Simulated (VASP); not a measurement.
# 2H-MoS2 monolayer under biaxial strain, part 6 of 7

How do the gap and the band positions of 2H-MoS2 monolayer follow biaxial strain?

VASP 6.6.1, plane waves and PAW; the level of theory is named at each step.

So far. Step 13 (Strained, atoms relaxed, biaxial strain 0): The start already met the threshold, so nothing moved, which says little where the restoring forces are soft.

**15. Strained, atoms relaxed, biaxial strain 0.01**

This step: PBE with D3(BJ), no spin polarisation; plane waves and PAW (Mo, S) (VASP 6.6.1).

Input file INCAR:

```
SYSTEM = MoS2
PREC = Normal
ENCUT = 350
EDIFF = 1E-06
NELM = 120
ISMEAR = 0
SIGMA = 0.03
LREAL = .FALSE.
ALGO = Fast
GGA = PE
IVDW = 12
NBANDS = 15
LASPH = .TRUE.
LORBIT = 11
LWAVE = .FALSE.
LCHARG = .FALSE.
KPAR = 4
IBRION = 2
NSW = 30
ISIF = 2
EDIFFG = -0.015
POTIM = 0.4
MAXMIX = 40
IDIPOL = 3
LDIPOL = .TRUE.
DIPOL = 0.5 0.5 0.5
```

Input file POSCAR:

```
MoS2
1.0
    3.1825786782      0.0000000000      0.0000000000
   -1.5912893391      2.7561939849      0.0000000000
    0.0000000000      0.0000000000     22.0000000000
Mo S
1 2
Direct
    0.3333333333      0.6666666667      0.5000000000
    0.6666666667      0.3333333333      0.4286452982
    0.6666666667      0.3333333333      0.5713547018
```

Input file KPOINTS:

```
Automatic mesh
0
Gamma
12 12 1
0 0 0
```

Potentials, in the order of the species: Mo and S (PBE family, release 64).

Started as:

```bash
$ mpirun -np 4 vasp_std
```

What it wrote:

```text
[... set-up lines as in an earlier step ...]
 entering main loop
       N       E                     dE             d eps       ncg     rms          rms(c)
DAV:   1     0.106995274736E+03    0.10700E+03   -0.52501E+03   578   0.654E+02
DAV:   2    -0.128128676301E+02   -0.11981E+03   -0.11249E+03   972   0.156E+02
DAV:   3    -0.232176037492E+02   -0.10405E+02   -0.10278E+02   766   0.562E+01
DAV:   4    -0.233903051752E+02   -0.17270E+00   -0.17240E+00   711   0.893E+00
[...]
RMM:  19    -0.217968624159E+02   -0.82255E-05   -0.61883E-07   399   0.519E-03    0.293E-03
RMM:  20    -0.217968667556E+02   -0.43398E-05   -0.26553E-07   390   0.286E-03    0.725E-04
RMM:  21    -0.217968676238E+02   -0.86814E-06   -0.66944E-08   267   0.148E-03
   1 F= -.22736630E+02 E0= -.22736630E+02  d E =-.227366E+02
[...]
N       E                     dE             d eps       ncg     rms          rms(c)
DAV:   1    -0.217969291984E+02   -0.62443E-04   -0.14195E-01   766   0.205E+00    0.347E-01
[...]
RMM:   6    -0.217974169711E+02   -0.97688E-05   -0.43911E-05   570   0.471E-02    0.321E-02
RMM:   7    -0.217974355374E+02   -0.18566E-04   -0.20060E-05   570   0.262E-02    0.942E-03
RMM:   8    -0.217974375837E+02   -0.20463E-05   -0.27965E-06   437   0.121E-02    0.296E-03
RMM:   9    -0.217974378182E+02   -0.23452E-06   -0.48034E-07   357   0.517E-03
   2 F= -.22738885E+02 E0= -.22738885E+02  d E =-.225499E-02
 trial-energy change:   -0.002255  1 .order   -0.002231   -0.003526   -0.000937
 step:   1.3372(harm=  1.3619)  dis= 0.01103  next Energy=   -22.739044 (dE=-0.241E-02)
[...]
N       E                     dE             d eps       ncg     rms          rms(c)
DAV:   1    -0.217969827523E+02    0.45483E-03   -0.16128E-02   626   0.691E-01    0.118E-01
RMM:   2    -0.217970301636E+02   -0.47411E-04   -0.61051E-04   571   0.188E-01    0.303E-02
RMM:   3    -0.217970449557E+02   -0.14792E-04   -0.12885E-04   586   0.765E-02    0.162E-02
RMM:   4    -0.217970483170E+02   -0.33613E-05   -0.22646E-05   587   0.337E-02    0.118E-02
RMM:   5    -0.217970484743E+02   -0.15723E-06   -0.50152E-06   470   0.149E-02
   3 F= -.22739063E+02 E0= -.22739063E+02  d E =-.243363E-02
[...]
reached required accuracy - stopping structural energy minimisation
```

Run time: 19 s. Hardware: 4 MPI ranks of AMD EPYC 7R43, shared host; peak memory 0.69 GiB; 74 s of CPU time.

Parts of OUTCAR (step 15):

```text
 Edisp (eV)   -0.94145

 Edisp (eV)   -0.94201

  Total      -0.92820    -0.92820    -0.08154     0.00000     0.00000     0.00000
  in kB      -7.70621    -7.70621    -0.67698     0.00000     0.00000     0.00000
  external pressure =       -5.36 kB  Pullay stress =        0.00 kB

 POSITION                                       TOTAL-FORCE (eV/Angst)
 -----------------------------------------------------------------------------------
     -0.00000      1.83746     11.00000         0.000000     -0.000000      0.000000
      1.59129      0.91873      9.44123        -0.000000      0.000000      0.002646
      1.59129      0.91873     12.55877         0.000000     -0.000000     -0.002646
 -----------------------------------------------------------------------------------
    total drift:                               -0.000000      0.000000      0.000000

  FREE ENERGIE OF THE ION-ELECTRON SYSTEM (eV)
  ---------------------------------------------------
  free  energy   TOTEN  =       -22.7390633253 eV

  energy  without entropy=      -22.7390633253  energy(sigma->0) =      -22.73906333

[... 2 parts as in an earlier step ...]

[... 2 further parts left out ...]
[key lines of the parts left out:]
E-fermi :  -2.7093
```

The run ended after 3 ionic steps, 0.002 eV below its first step, once the forces on the free atoms met EDIFFG = -0.015.

**16. Strained, levels with spin-orbit coupling, biaxial strain 0.01**

This step: PBE with D3(BJ), spin-orbit coupling, no spin polarisation; plane waves and PAW (Mo, S) (VASP 6.6.1).

Input file INCAR:

```
SYSTEM = MoS2
PREC = Normal
ENCUT = 350
EDIFF = 1E-06
NELM = 120
ISMEAR = 0
SIGMA = 0.03
LREAL = .FALSE.
ALGO = Fast
GGA = PE
IVDW = 12
LNONCOLLINEAR = .TRUE.
MAGMOM = 0 0 0 0 0 0 0 0 0
NBANDS = 30
GGA_COMPAT = .FALSE.
LASPH = .TRUE.
LSORBIT = .TRUE.
LMAXMIX = 4
LWAVE = .FALSE.
LCHARG = .FALSE.
KPAR = 4
IDIPOL = 3
LDIPOL = .TRUE.
DIPOL = 0.5 0.5 0.5
LVHAR = .TRUE.
LVACPOTAV = .TRUE.
```

Input file POSCAR:

```
MoS2
1.0
    3.1825786782      0.0000000000      0.0000000000
   -1.5912893391      2.7561939849      0.0000000000
    0.0000000000      0.0000000000     22.0000000000
Mo S
1 2
Direct
    0.3333333333      0.6666666667      0.5000000000
    0.6666666667      0.3333333333      0.4291466383
    0.6666666667      0.3333333333      0.5708533617
```

KPOINTS is that of step 15.

Input file KPOINTS_OPT:

```
Line mode
14
Line-mode
Reciprocal
  0.00000000   0.00000000   0.00000000 GAMMA
  0.50000000   0.00000000   0.00000000 M

  0.50000000   0.00000000   0.00000000 M
  0.33333333   0.33333333   0.00000000 K

  0.33333333   0.33333333   0.00000000 K
  0.00000000   0.00000000   0.00000000 GAMMA
```

Started as:

```bash
$ mpirun -np 4 vasp_ncl
```

What it wrote:

```text
[... set-up lines as in an earlier step ...]
 entering main loop
       N       E                     dE             d eps       ncg     rms          rms(c)
DAV:   1     0.116612315159E+03    0.11661E+03   -0.50569E+03  1876   0.655E+02
DAV:   2    -0.821203754958E+01   -0.12482E+03   -0.11707E+03  2778   0.168E+02
DAV:   3    -0.230381522904E+02   -0.14826E+02   -0.14641E+02  2498   0.660E+01
DAV:   4    -0.233873707860E+02   -0.34922E+00   -0.34747E+00  2268   0.121E+01
[...]
RMM:  21    -0.218128205939E+02   -0.42152E-05   -0.34101E-07  1500   0.335E-03    0.219E-03
RMM:  22    -0.218128248766E+02   -0.42827E-05   -0.29950E-07  1506   0.261E-03    0.340E-04
RMM:  23    -0.218128256501E+02   -0.77353E-06   -0.73661E-08  1208   0.159E-03
 [... a notice as in an earlier step ...]

   1 F= -.22754841E+02 E0= -.22754841E+02  d E =-.504398E-20  mag=    -0.0000    -0.0000    -0.0000
 Start KPOINTS_OPT (optional k-point list driver)
k-point batch [1-31\42]
       N       E                     dE             ncg
DAV:   1    -0.142033600818E+03   -0.13402E+05     1868
DAV:   2    -0.397983784935E+04   -0.38378E+04     2806
DAV:   3    -0.439215613768E+04   -0.41232E+03     2442
DAV:   4    -0.440130415841E+04   -0.91480E+01     2244
DAV:   5    -0.440154451548E+04   -0.24036E+00     2372
DAV:   6    -0.440155298668E+04   -0.84712E-02     2370
DAV:   7    -0.440155329927E+04   -0.31259E-03     2424
DAV:   8    -0.440155331470E+04   -0.15431E-04     2228
DAV:   9    -0.440155331551E+04   -0.80502E-06     1636
k-point batch [32-42\42]
       N       E                     dE             ncg
DAV:   1     0.113403123260E+05   -0.24496E+04      692
DAV:   2     0.101302970706E+05   -0.12100E+04      992
DAV:   3     0.997488159540E+04   -0.15542E+03      884
DAV:   4     0.997056021093E+04   -0.43214E+01      860
DAV:   5     0.997046389304E+04   -0.96318E-01      802
DAV:   6     0.997045986028E+04   -0.40328E-02      878
DAV:   7     0.997045972667E+04   -0.13361E-03      838
DAV:   8     0.997045972017E+04   -0.64973E-05      782
DAV:   9     0.997045971982E+04   -0.35171E-06      548
```

The job ended after 97 s (4 MPI ranks; peak memory 1.8 GiB; 6.4 min of CPU time).

OUTCAR, selected parts (step 16):

```text
 Edisp (eV)   -0.94201

  Total      -0.92690    -0.92690    -0.08337    -0.00000     0.00000     0.00000
  in kB      -7.69543    -7.69543    -0.69216    -0.00000     0.00000     0.00000
  external pressure =       -5.36 kB  Pullay stress =        0.00 kB

 POSITION                                       TOTAL-FORCE (eV/Angst)
 -----------------------------------------------------------------------------------
     -0.00000      1.83746     11.00000         0.000000      0.000000      0.000000
      1.59129      0.91873      9.44123        -0.000000     -0.000000      0.003489
      1.59129      0.91873     12.55877        -0.000000      0.000000     -0.003489
 -----------------------------------------------------------------------------------
    total drift:                               -0.000001      0.000000      0.000000

  FREE ENERGIE OF THE ION-ELECTRON SYSTEM (eV)
  ---------------------------------------------------
  free  energy   TOTEN  =       -22.7548405011 eV

  energy  without entropy=      -22.7548405011  energy(sigma->0) =      -22.75484050

[... 2 parts as in an earlier step ...]

[... 1 further part left out ...]
[key lines of the parts left out:]
E-fermi :  -2.6127
```

On-site spin-orbit energy by atom:

| atom | on-site spin-orbit energy (eV) |
| --- | --- |
| Mo1 | -0.0272 |
| S2 | -0.0022 |
| S3 | -0.0022 |

**17. Strained, atoms relaxed, biaxial strain 0.02**

This step: PBE with D3(BJ), no spin polarisation; plane waves and PAW (Mo, S) (VASP 6.6.1).

Input file INCAR:

```
SYSTEM = MoS2
PREC = Normal
ENCUT = 350
EDIFF = 1E-06
NELM = 120
ISMEAR = 0
SIGMA = 0.03
LREAL = .FALSE.
ALGO = Fast
GGA = PE
IVDW = 12
NBANDS = 15
LASPH = .TRUE.
LORBIT = 11
LWAVE = .FALSE.
LCHARG = .FALSE.
KPAR = 4
IBRION = 2
NSW = 30
ISIF = 2
EDIFFG = -0.015
POTIM = 0.4
MAXMIX = 40
IDIPOL = 3
LDIPOL = .TRUE.
DIPOL = 0.5 0.5 0.5
```

Input file POSCAR:

```
MoS2
1.0
    3.2140893582      0.0000000000      0.0000000000
   -1.6070446791      2.7834830342      0.0000000000
    0.0000000000      0.0000000000     22.0000000000
Mo S
1 2
Direct
    0.3333333333      0.6666666667      0.5000000000
    0.6666666667      0.3333333333      0.4286452982
    0.6666666667      0.3333333333      0.5713547018
```

KPOINTS is that of step 16.

Started as:

```bash
$ mpirun -np 4 vasp_std
```

What it wrote:

```text
[... set-up lines as in an earlier step ...]
 entering main loop
       N       E                     dE             d eps       ncg     rms          rms(c)
DAV:   1     0.109104683079E+03    0.10910E+03   -0.51279E+03   570   0.650E+02
DAV:   2    -0.114267925591E+02   -0.12053E+03   -0.11267E+03   914   0.155E+02
DAV:   3    -0.232128221513E+02   -0.11786E+02   -0.11646E+02   767   0.599E+01
DAV:   4    -0.234334228821E+02   -0.22060E+00   -0.21926E+00   731   0.983E+00
[...]
RMM:  19    -0.217839361858E+02   -0.68539E-05   -0.65110E-07   399   0.542E-03    0.339E-03
RMM:  20    -0.217839428237E+02   -0.66379E-05   -0.47692E-07   392   0.366E-03    0.924E-04
RMM:  21    -0.217839437819E+02   -0.95818E-06   -0.11845E-07   323   0.197E-03
   1 F= -.22704592E+02 E0= -.22704592E+02  d E =-.227046E+02
[...]
N       E                     dE             d eps       ncg     rms          rms(c)
DAV:   1    -0.217871963435E+02   -0.32535E-02   -0.50866E-01   696   0.386E+00    0.659E-01
[...]
RMM:   8    -0.217890405045E+02    0.27204E-05   -0.80989E-06   542   0.200E-02    0.103E-02
RMM:   9    -0.217890392343E+02    0.12702E-05   -0.43017E-06   516   0.125E-02    0.480E-03
RMM:  10    -0.217890394723E+02   -0.23797E-06   -0.26451E-06   461   0.859E-03
   2 F= -.22712801E+02 E0= -.22712801E+02  d E =-.820981E-02
 trial-energy change:   -0.008210  1 .order   -0.008184   -0.012654   -0.003714
 step:   1.4055(harm=  1.4154)  dis= 0.02196  next Energy=   -22.713556 (dE=-0.896E-02)
[...]
N       E                     dE             d eps       ncg     rms          rms(c)
DAV:   1    -0.217881938636E+02    0.84537E-03   -0.83497E-02   612   0.157E+00    0.267E-01
RMM:   2    -0.217884309136E+02   -0.23705E-03   -0.30794E-03   571   0.423E-01    0.730E-02
RMM:   3    -0.217884997878E+02   -0.68874E-04   -0.71732E-04   584   0.174E-01    0.242E-02
RMM:   4    -0.217885113018E+02   -0.11514E-04   -0.11795E-04   599   0.775E-02    0.190E-02
RMM:   5    -0.217885120462E+02   -0.74446E-06   -0.27412E-05   567   0.351E-02    0.161E-02
RMM:   6    -0.217885114175E+02    0.62872E-06   -0.36106E-06   448   0.120E-02
   3 F= -.22713536E+02 E0= -.22713536E+02  d E =-.894407E-02
[...]
reached required accuracy - stopping structural energy minimisation
```

Elapsed: 20 s, on 4 MPI ranks; peak memory 0.64 GiB.

From OUTCAR (step 17):

```text
 Edisp (eV)   -0.92376

 Edisp (eV)   -0.92502

  Total      -1.79135    -1.79135    -0.05706     0.00000     0.00000     0.00000
  in kB     -14.58216   -14.58216    -0.46453     0.00000     0.00000     0.00000
  external pressure =       -9.88 kB  Pullay stress =        0.00 kB

 POSITION                                       TOTAL-FORCE (eV/Angst)
 -----------------------------------------------------------------------------------
     -0.00000      1.85566     11.00000         0.000000      0.000000      0.000000
      1.60704      0.92783      9.45216        -0.000000      0.000000     -0.003782
      1.60704      0.92783     12.54784        -0.000000     -0.000000      0.003782
 -----------------------------------------------------------------------------------
    total drift:                                0.000001     -0.000000      0.000000

  FREE ENERGIE OF THE ION-ELECTRON SYSTEM (eV)
  ---------------------------------------------------
  free  energy   TOTEN  =       -22.7135356041 eV

  energy  without entropy=      -22.7135356041  energy(sigma->0) =      -22.71353560

[... 2 parts as in an earlier step ...]

[... 2 further parts left out ...]
[key lines of the parts left out:]
E-fermi :  -2.7027
```

The run ended after 3 ionic steps, 0.009 eV below its first step, once the forces on the free atoms met EDIFFG = -0.015.

**18. Strained, levels with spin-orbit coupling, biaxial strain 0.02**

This step: PBE with D3(BJ), spin-orbit coupling, no spin polarisation; plane waves and PAW (Mo, S) (VASP 6.6.1).

Input file INCAR:

```
SYSTEM = MoS2
PREC = Normal
ENCUT = 350
EDIFF = 1E-06
NELM = 120
ISMEAR = 0
SIGMA = 0.03
LREAL = .FALSE.
ALGO = Fast
GGA = PE
IVDW = 12
LNONCOLLINEAR = .TRUE.
MAGMOM = 0 0 0 0 0 0 0 0 0
NBANDS = 30
GGA_COMPAT = .FALSE.
LASPH = .TRUE.
LSORBIT = .TRUE.
LMAXMIX = 4
LWAVE = .FALSE.
LCHARG = .FALSE.
KPAR = 4
IDIPOL = 3
LDIPOL = .TRUE.
DIPOL = 0.5 0.5 0.5
LVHAR = .TRUE.
LVACPOTAV = .TRUE.
```

Input file POSCAR:

```
MoS2
1.0
    3.2140893582      0.0000000000      0.0000000000
   -1.6070446791      2.7834830342      0.0000000000
    0.0000000000      0.0000000000     22.0000000000
Mo S
1 2
Direct
    0.3333333333      0.6666666667      0.5000000000
    0.6666666667      0.3333333333      0.4296436039
    0.6666666667      0.3333333333      0.5703563961
```

KPOINTS is that of step 17.

KPOINTS_OPT is that of step 16.

Started as:

```bash
$ mpirun -np 4 vasp_ncl
```

What it wrote:

```text
[... set-up lines as in an earlier step ...]
 entering main loop
       N       E                     dE             d eps       ncg     rms          rms(c)
DAV:   1     0.114951827812E+03    0.11495E+03   -0.50241E+03  1892   0.652E+02
DAV:   2    -0.832729583671E+01   -0.12328E+03   -0.11620E+03  2826   0.166E+02
DAV:   3    -0.230708925726E+02   -0.14744E+02   -0.14554E+02  2476   0.654E+01
DAV:   4    -0.234239528316E+02   -0.35306E+00   -0.35185E+00  2298   0.122E+01
[...]
RMM:  21    -0.218043040759E+02   -0.34270E-05   -0.33494E-07  1445   0.356E-03    0.220E-03
RMM:  22    -0.218043098154E+02   -0.57395E-05   -0.43500E-07  1618   0.299E-03    0.355E-04
RMM:  23    -0.218043101814E+02   -0.36600E-06   -0.72587E-08  1201   0.167E-03
 [... a notice as in an earlier step ...]

   1 F= -.22729334E+02 E0= -.22729334E+02  d E =-.209783E-15  mag=     0.0000    -0.0000    -0.0000
 Start KPOINTS_OPT (optional k-point list driver)
k-point batch [1-31\42]
       N       E                     dE             ncg
DAV:   1    -0.192318977313E+03   -0.13322E+05     1884
DAV:   2    -0.401129402861E+04   -0.38190E+04     2814
DAV:   3    -0.442045615814E+04   -0.40916E+03     2432
DAV:   4    -0.442941467241E+04   -0.89585E+01     2268
DAV:   5    -0.442962329690E+04   -0.20862E+00     2344
DAV:   6    -0.442963100784E+04   -0.77109E-02     2354
DAV:   7    -0.442963136191E+04   -0.35407E-03     2438
DAV:   8    -0.442963137820E+04   -0.16286E-04     2214
DAV:   9    -0.442963137904E+04   -0.84544E-06     1612
k-point batch [32-42\42]
       N       E                     dE             ncg
DAV:   1     0.111674153248E+05   -0.24432E+04      676
DAV:   2     0.994806087342E+04   -0.12194E+04     1024
DAV:   3     0.978968736975E+04   -0.15837E+03      856
DAV:   4     0.978526663345E+04   -0.44207E+01      838
DAV:   5     0.978516093660E+04   -0.10570E+00      846
DAV:   6     0.978515736221E+04   -0.35744E-02      868
DAV:   7     0.978515720589E+04   -0.15633E-03      860
DAV:   8     0.978515719696E+04   -0.89313E-05      748
DAV:   9     0.978515719657E+04   -0.38317E-06      540
```

Run time: 91 s. Hardware: 4 MPI ranks; peak memory 1.8 GiB.

Parts of OUTCAR (step 18):

```text
 Edisp (eV)   -0.92502

  Total      -1.78800    -1.78800    -0.06202     0.00000    -0.00000    -0.00000
  in kB     -14.55491   -14.55491    -0.50489     0.00000    -0.00000    -0.00000
  external pressure =       -9.87 kB  Pullay stress =        0.00 kB

 POSITION                                       TOTAL-FORCE (eV/Angst)
 -----------------------------------------------------------------------------------
     -0.00000      1.85566     11.00000         0.000000      0.000000      0.000000
      1.60704      0.92783      9.45216        -0.000000     -0.000000     -0.003881
      1.60704      0.92783     12.54784         0.000000      0.000000      0.003881
 -----------------------------------------------------------------------------------
    total drift:                                0.000001     -0.000001     -0.000000

  FREE ENERGIE OF THE ION-ELECTRON SYSTEM (eV)
  ---------------------------------------------------
  free  energy   TOTEN  =       -22.7293343677 eV

  energy  without entropy=      -22.7293343677  energy(sigma->0) =      -22.72933437

[... 2 parts as in an earlier step ...]

[... 1 further part left out ...]
[key lines of the parts left out:]
E-fermi :  -2.6802
```

(Continued in part 7 of 7.)

[Lines on the potential files, build, host, timing and source positions are cut from VASP's logs without a mark.]

[Logs are printed without paths, hosts, clocks, repeated set-up lines and the standing remarks that a program may print on its own settings, such as how far it seeks lower states.]

[Hosts, paths, dates, database ids (printed as entryN), source tags and the programs' standing remarks are cut or masked in the printed files.]

[Runs that stopped without an error message from VASP are left out.]
